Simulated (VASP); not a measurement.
# Li2S (Fm-3m) in VASP: notebook

Runs on Li2S. Level: PBE. Tasks: single point.

Everything below comes from runs of VASP 6.6.1. Logs are shortened: lines on timing, memory, paths and dates and some standing lists are left out, and cuts for length are marked.

### Step 1. Starting point

The structure is cubic, space group Fm-3m (No. 225). The conventional cell has a = 5.589 Å, b = 5.589 Å, c = 5.589 Å, α = 90.00°, β = 90.00°, γ = 90.00°. Around Li (site symmetry -43m) lie 4 S at 2.42 Å. S (site symmetry m-3m) is surrounded by 8 Li at 2.42 Å.

### Step 2. Single point, PBE

The input, INCAR:

```
SYSTEM = Li2S
PREC = Accurate
ENCUT = 520
EDIFF = 1E-6
ISMEAR = 0
SIGMA = 0.02
LREAL = .FALSE.
LASPH = .TRUE.
NELM = 100
ALGO = Normal
ISIF = 2
LWAVE = .FALSE.
LCHARG = .TRUE.
GGA = PE
LELF = .TRUE.
LVHAR = .TRUE.
NBANDS = 13
```

The input, KPOINTS:

```
regular mesh
0
G
  8 8 8
  0 0 0
```

The input, POSCAR:

```
Li2S
1.0
    0.0000000000      2.7945788862      2.7945788862
    2.7945788862      0.0000000000      2.7945788862
    2.7945788862      2.7945788862      0.0000000000
Li S
2 1
Direct
    0.2500000000      0.2500000000      0.2500000000
    0.7500000000      0.7500000000      0.7500000000
    0.0000000000      0.0000000000      0.0000000000
```

Potentials or basis: VASP PAW PBE potentials, release 64 (Li_sv, S).

Started as:

```sh
$ cat potpaw_PBE.64/Li_sv/POTCAR potpaw_PBE.64/S/POTCAR > POTCAR
$ mpirun -np 1 vasp_std > vasp.out
```

OUTCAR:

```text
SYSTEM = Li2S
   PREC = Accurate
   ENCUT = 520
   EDIFF = 1E-6
   ISMEAR = 0
   LREAL = .FALSE.
   LASPH = .TRUE.
   NELM = 100
   ISIF = 2
   GGA = PE

 ion  position               nearest neighbor table
   1  0.250  0.250  0.250-   3 2.42   3 2.42   3 2.42   3 2.42
   2  0.750  0.750  0.750-   3 2.42   3 2.42   3 2.42   3 2.42
   3  0.000  0.000  0.000-   2 2.42   2 2.42   2 2.42   1 2.42   2 2.42   1 2.42   1 2.42   1 2.42

  LATTYP: Found a face centered cubic cell.
 ALAT       =     5.5891577724

  Lattice vectors:

 A1 = (   0.0000000000,   2.7945788862,   2.7945788862)
 A2 = (   2.7945788862,   0.0000000000,   2.7945788862)
 A3 = (   2.7945788862,   2.7945788862,   0.0000000000)

Analysis of symmetry for initial positions (statically):
=====================================================================
 Subroutine PRICEL returns:
 Original cell was already a primitive cell.

 Routine SETGRP: Setting up the symmetry group for a
 face centered cubic supercell.

 Subroutine GETGRP returns: Found 48 space group operations
 (whereof 48 operations were pure point group operations)
 out of a pool of 48 trial point group operations.

The static configuration has the point symmetry O_h .

Analysis of symmetry for dynamics (positions and initial velocities):
=====================================================================
 Subroutine PRICEL returns:
 Original cell was already a primitive cell.

 Routine SETGRP: Setting up the symmetry group for a
 face centered cubic supercell.

 Subroutine GETGRP returns: Found 48 space group operations
 (whereof 48 operations were pure point group operations)
 out of a pool of 48 trial point group operations.

The dynamic configuration has the point symmetry O_h .

 Subroutine INISYM returns: Found 48 space group operations
 (whereof 48 operations are pure point group operations),
 and found     1 'primitive' translations

----------------------------------------------------------------------------------------

                                     Primitive cell

  volume of cell :      43.6495

  direct lattice vectors                    reciprocal lattice vectors
     0.000000000  2.794578886  2.794578886    -0.178917834  0.178917834  0.178917834
     2.794578886  0.000000000  2.794578886     0.178917834 -0.178917834  0.178917834
     2.794578886  2.794578886  0.000000000     0.178917834  0.178917834 -0.178917834

  length of vectors
     3.952131362  3.952131362  3.952131362     0.309894778  0.309894778  0.309894778

  position of ions in fractional coordinates (direct lattice)
     0.250000000  0.250000000  0.250000000
     0.750000000  0.750000000  0.750000000
[... 95 lines left out ...]
   EFERMI_NEDOS =   21; number of points for ismear=-14 and -15
   IALGO  =     38    algorithm
   IMIX   =      4    mixing-type and parameters
     AMIX     =   0.40;   BMIX     =  1.00
     AMIX_MAG =   1.60;   BMIX_MAG =  1.00
  volume/ion in A,a.u.               =      14.55        98.19
  Fermi-wavevector in a.u.,A,eV,Ry     =   1.064492  2.011597 15.417336  1.133142
  Thomas-Fermi vector in A             =   2.200012
   LORBIT       =      0    0 simple, 1 ext, 2 COOP (PROOUT), +10 PAW based schemes
   GGA     = PE    functional components
   LHFCALC =     F    Hartree Fock is set to
   AEXX    =    0.0000 exact exchange contribution
   IVDW    =     0    specifies the selected vdW correction
   LEPSILON=     F    determine dielectric tensor
   LRPA    =     F    only Hartree local field effects (RPA)
 non-spin polarized calculation
 Gauss-broadening in eV      SIGMA  =   0.02
  energy-cutoff  :      520.00
  volume of cell :       43.65
 maximum number of plane-waves:      1211
 NGX is ok and might be reduce to    30
   NGX = 15   NGY = 15   NGZ = 15

 number of electron      12.0000021 magnetization

 Free energy of the ion-electron system (eV)
  ---------------------------------------------------
  ext. energy  EPLUGINS =         0.00000000
  ---------------------------------------------------
  free energy    TOTEN  =       -11.97200275 eV

  energy without entropy =      -11.97200275  energy(sigma->0) =      -11.97200275

 E-fermi :   1.9405     XC(G=0):  -8.7278

 val. band max:        1.8315879372   @ k =   0.0000   0.0000   0.0000
 cond. band min:       5.1771559776   @ k =   0.5000   0.5000   0.0000
 fundamental gap:      3.3455680403
 Fermi energy:         1.9404644625

 k-point     1 :       0.0000    0.0000    0.0000
  band No.  band energies     occupation
      1     -42.2468      2.00000
      2     -42.1936      2.00000
      3      -9.3497      2.00000
      4       1.8316      2.00000
      5       1.8316      2.00000
      6       1.8316      2.00000
      7       6.4108      0.00000
      8       8.0834      0.00000
      9       8.0834      0.00000
     10       8.0834      0.00000
     11      13.1605      0.00000
     12      13.1605      0.00000
     13      14.5524      0.00000
[... 354 lines left out ...]
  band No.  band energies     occupation
      1     -42.2188      2.00000
      2     -42.2187      2.00000
      3      -8.7968      2.00000
      4      -0.9208      2.00000
      5       0.5033      2.00000
      6       0.8500      2.00000
      7       7.7583      0.00000
      8       8.6730      0.00000
      9      10.4043      0.00000
     10      11.0869      0.00000
     11      12.4390      0.00000
     12      13.8488      0.00000
     13      15.5525      0.00000

 [... further k-points ...]

------------------------ aborting loop because EDIFF is reached ----------------------------------------

  FORCE on cell =-STRESS in cart. coord.  units (eV):
  Direction    XX          YY          ZZ          XY          YZ          ZX
  --------------------------------------------------------------------------------------
  -------------------------------------------------------------------------------------
  Total        0.7472003      0.7472003      0.7472003      0.0000000     -0.0000000      0.0000000
  in kB       27.4263804     27.4263804     27.4263804      0.0000000     -0.0000000      0.0000000
  external PRESSURE =      27.4263804 kB  Pullay stress =       0.0000000 kB

 VOLUME and BASIS-vectors are now :
 -----------------------------------------------------------------------------
  energy-cutoff  :      520.00
  volume of cell :       43.65
      direct lattice vectors                 reciprocal lattice vectors
     0.000000000  2.794578886  2.794578886    -0.178917834  0.178917834  0.178917834
     2.794578886  0.000000000  2.794578886     0.178917834 -0.178917834  0.178917834
     2.794578886  2.794578886  0.000000000     0.178917834  0.178917834 -0.178917834

 POSITION                                       TOTAL-FORCE (eV/Angst)
 -----------------------------------------------------------------------------------
      1.39729      1.39729      1.39729        -0.000000     -0.000000     -0.000000
      4.19187      4.19187      4.19187         0.000000      0.000000      0.000000
      0.00000      0.00000      0.00000         0.000000     -0.000000      0.000000
 -----------------------------------------------------------------------------------
    total drift:                                0.000000     -0.000000      0.000000

  FREE ENERGIE OF THE ION-ELECTRON SYSTEM (eV)
  ---------------------------------------------------
  free  energy   TOTEN  =       -11.9720027485 eV

  energy  without entropy=      -11.9720027485  energy(sigma->0) =      -11.97200275
```

OSZICAR:

```text
N       E                     dE             d eps       ncg     rms          rms(c)
DAV:   1     0.487715314031E+02    0.48772E+02   -0.54225E+03   754   0.909E+02
DAV:   2    -0.452921328303E+01   -0.53301E+02   -0.50615E+02   925   0.200E+02
DAV:   3    -0.121229832360E+02   -0.75938E+01   -0.75416E+01  1446   0.484E+01
DAV:   4    -0.122675428354E+02   -0.14456E+00   -0.14452E+00   995   0.960E+00
DAV:   5    -0.122700187023E+02   -0.24759E-02   -0.24758E-02  1228   0.966E-01    0.400E+00
DAV:   6    -0.119790048013E+02    0.29101E+00   -0.47764E-01   903   0.279E+00    0.303E+00
DAV:   7    -0.119621144348E+02    0.16890E-01   -0.13921E-01  1045   0.167E+00    0.187E+00
DAV:   8    -0.119723550337E+02   -0.10241E-01   -0.26568E-02   982   0.898E-01    0.772E-01
DAV:   9    -0.119718481512E+02    0.50688E-03   -0.90131E-04  1019   0.175E-01    0.453E-01
DAV:  10    -0.119720101356E+02   -0.16198E-03   -0.11632E-03   854   0.170E-01    0.252E-01
DAV:  11    -0.119719984653E+02    0.11670E-04   -0.66446E-05  1101   0.547E-02    0.881E-02
DAV:  12    -0.119720010750E+02   -0.26097E-05   -0.19321E-06   949   0.109E-02    0.621E-02
DAV:  13    -0.119720028290E+02   -0.17540E-05   -0.76646E-06   966   0.139E-02    0.503E-03
DAV:  14    -0.119720027485E+02    0.80495E-07   -0.31086E-07   566   0.507E-03
   1 F= -.11972003E+02 E0= -.11972003E+02  d E =-.890735E-17
```

Run time: 17 s. Hardware: 1 thread of Intel Xeon Platinum 8259CL at 2.50GHz (Skylake/Cascade Lake), shared host; peak memory 0.16 GiB.

What came out:

```yaml
Free_energy: -11.9720 eV
Band_gap_on_the_k_mesh: 3.35 eV, indirect (least direct gap 4.58 eV)
```

Levels at points of the mesh, in eV from the valence-band top:
```csv
k point,band 2,band 3,band 4,band 5,band 6,band 7,band 8,band 9,band 10,band 11
"(0.00, 0.00, 0.00)",-44.03,-11.18,0.00,0.00,0.00,4.58,6.25,6.25,6.25,11.33
"(0.50, 0.00, 0.00)",-44.05,-10.70,-3.06,-0.55,-0.55,6.39,6.60,6.60,8.70,13.22
"(0.50, 0.50, 0.00)",-44.04,-10.56,-2.28,-1.54,-1.54,3.35,7.26,11.52,11.52,12.74
```

Caveat: the cutoff is under 1.25 times the usual one of these potentials, so pressure, stress and relaxed cells hold a basis-set (Pulay) error. A k mesh can miss the band edges.

### Step 3. Single point, PBE

This run uses another cell than the first one, of 15.48 Å³/atom, 1.064 times its volume.

The input, INCAR:

```
  ALGO = Fast
  EDIFF = 1E-6
  ENCUT = 520
  GGA = PE
  ISIF = 2
  ISMEAR = 0
  LASPH = T
  LCHARG = F
  LREAL = F
  LWAVE = F
  NBANDS = 13
  NELM = 60
  PREC = Accurate
  SIGMA = 0.02
```

The input, KPOINTS:

```
k-points
0
Gamma
  8 8 8
```

The input, POSCAR:

```
Li2S
1.0
    0.0000000000      2.8528159674      2.8528159674
    2.8528159674      0.0000000000      2.8528159674
    2.8528159674      2.8528159674      0.0000000000
Li S
2 1
Direct
    0.2500000000      0.2500000000      0.2500000000
    0.7500000000      0.7500000000      0.7500000000
    0.0000000000      0.0000000000      0.0000000000
```

Potentials or basis: VASP PAW PBE potentials, release 64 (Li_sv, S).

Started as:

```sh
$ cat potpaw_PBE.64/Li_sv/POTCAR potpaw_PBE.64/S/POTCAR > POTCAR
$ mpirun -np 1 vasp_std > vasp.out
```

OUTCAR:

```text
EDIFF = 1E-6
   ENCUT = 520
   GGA = PE
   ISIF = 2
   ISMEAR = 0
   LASPH = T
   LREAL = F
   NELM = 60
   PREC = Accurate

 ion  position               nearest neighbor table
   1  0.250  0.250  0.250-   3 2.47   3 2.47   3 2.47   3 2.47
   2  0.750  0.750  0.750-   3 2.47   3 2.47   3 2.47   3 2.47
   3  0.000  0.000  0.000-   1 2.47   2 2.47   2 2.47   2 2.47   2 2.47   1 2.47   1 2.47   1 2.47

  LATTYP: Found a face centered cubic cell.
 ALAT       =     5.7056319348

  Lattice vectors:

 A1 = (   0.0000000000,   2.8528159674,   2.8528159674)
 A2 = (   2.8528159674,   0.0000000000,   2.8528159674)
 A3 = (   2.8528159674,   2.8528159674,   0.0000000000)

Analysis of symmetry for initial positions (statically):
=====================================================================
 Subroutine PRICEL returns:
 Original cell was already a primitive cell.

 Routine SETGRP: Setting up the symmetry group for a
 face centered cubic supercell.

 Subroutine GETGRP returns: Found 48 space group operations
 (whereof 48 operations were pure point group operations)
 out of a pool of 48 trial point group operations.

The static configuration has the point symmetry O_h .

Analysis of symmetry for dynamics (positions and initial velocities):
=====================================================================
 Subroutine PRICEL returns:
 Original cell was already a primitive cell.

 Routine SETGRP: Setting up the symmetry group for a
 face centered cubic supercell.

 Subroutine GETGRP returns: Found 48 space group operations
 (whereof 48 operations were pure point group operations)
 out of a pool of 48 trial point group operations.

The dynamic configuration has the point symmetry O_h .

 Subroutine INISYM returns: Found 48 space group operations
 (whereof 48 operations are pure point group operations),
 and found     1 'primitive' translations

----------------------------------------------------------------------------------------
[... 122 lines left out ...]
   AEXX    =    0.0000 exact exchange contribution
   IVDW    =     0    specifies the selected vdW correction
   LEPSILON=     F    determine dielectric tensor
   LRPA    =     F    only Hartree local field effects (RPA)
 non-spin polarized calculation
 RMM-DIIS sequential band-by-band and
 Gauss-broadening in eV      SIGMA  =   0.02
  energy-cutoff  :      520.00
  volume of cell :       46.44
 maximum number of plane-waves:      1283
 NGX is ok and might be reduce to    30
   NGX = 15   NGY = 15   NGZ = 15

 number of electron      11.9999985 magnetization

 Free energy of the ion-electron system (eV)
  ---------------------------------------------------
  ext. energy  EPLUGINS =         0.00000000
  ---------------------------------------------------
  free energy    TOTEN  =       -11.99599863 eV

  energy without entropy =      -11.99599863  energy(sigma->0) =      -11.99599863

 E-fermi :   1.5938     XC(G=0):  -8.4921

 val. band max:        1.4400357638   @ k =   0.0000   0.0000   0.0000
 cond. band min:       4.8312153829   @ k =   0.5000   0.5000   0.0000
 fundamental gap:      3.3911796191
 Fermi energy:         1.5937948317

 k-point     1 :       0.0000    0.0000    0.0000
  band No.  band energies     occupation
      1     -42.7478      2.00000
      2     -42.7058      2.00000
      3      -9.5721      2.00000
      4       1.4400      2.00000
      5       1.4400      2.00000
      6       1.4400      2.00000
      7       5.6958      0.00000
      8       7.6675      0.00000
      9       7.6675      0.00000
     10       7.6675      0.00000
     11      12.6087      0.00000
     12      12.6087      0.00000
     13      13.8460      0.00000
[... 354 lines left out ...]
  band No.  band energies     occupation
      1     -42.7259      2.00000
      2     -42.7258      2.00000
      3      -9.0769      2.00000
      4      -1.1213      2.00000
      5       0.2045      2.00000
      6       0.5422      2.00000
      7       7.2985      0.00000
      8       8.0751      0.00000
      9       9.7825      0.00000
     10      10.4210      0.00000
     11      11.7662      0.00000
     12      13.0795      0.00000
     13      14.8055      0.00000

 [... further k-points ...]
[... 5 lines left out ...]
  --------------------------------------------------------------------------------------
  -------------------------------------------------------------------------------------
  Total       -0.0242969     -0.0242969     -0.0242969      0.0000000      0.0000000     -0.0000000
  in kB       -0.8383190     -0.8383190     -0.8383190      0.0000000      0.0000000     -0.0000000
  external PRESSURE =      -0.8383190 kB  Pullay stress =       0.0000000 kB

 VOLUME and BASIS-vectors are now :
 -----------------------------------------------------------------------------
  energy-cutoff  :      520.00
  volume of cell :       46.44
      direct lattice vectors                 reciprocal lattice vectors
     0.000000000  2.852815967  2.852815967    -0.175265424  0.175265424  0.175265424
     2.852815967  0.000000000  2.852815967     0.175265424 -0.175265424  0.175265424
     2.852815967  2.852815967  0.000000000     0.175265424  0.175265424 -0.175265424

 POSITION                                       TOTAL-FORCE (eV/Angst)
 -----------------------------------------------------------------------------------
      1.42641      1.42641      1.42641        -0.000000     -0.000000     -0.000000
      4.27922      4.27922      4.27922         0.000000      0.000000      0.000000
      0.00000      0.00000      0.00000         0.000000     -0.000000     -0.000000
 -----------------------------------------------------------------------------------
    total drift:                                0.000000     -0.000000      0.000000

  FREE ENERGIE OF THE ION-ELECTRON SYSTEM (eV)
  ---------------------------------------------------
  free  energy   TOTEN  =       -11.9959986266 eV

  energy  without entropy=      -11.9959986266  energy(sigma->0) =      -11.99599863
```

It took 28 s on 1 thread of Intel Xeon Platinum 8259CL at 2.50GHz (Skylake/Cascade Lake), shared host; peak memory 0.16 GiB.

What came out:

- Free energy: -11.9960 eV
- Band gap on the k mesh: 3.39 eV, indirect (least direct gap 4.26 eV)

Levels at points of the mesh, in eV from the valence-band top:
```tsv
k point	band 4	band 5	band 6	band 7	band 8	band 9
(0.00, 0.00, 0.00)	0.00	0.00	0.00	4.26	6.23	6.23
(0.50, 0.00, 0.00)	-2.86	-0.50	-0.50	6.09	6.57	6.57
(0.50, 0.50, 0.00)	-2.15	-1.41	-1.41	3.39	7.09	11.06
```

Caveat: the cutoff is under 1.25 times the usual one of these potentials, so pressure, stress and relaxed cells hold a basis-set (Pulay) error. A k mesh can miss the band edges.
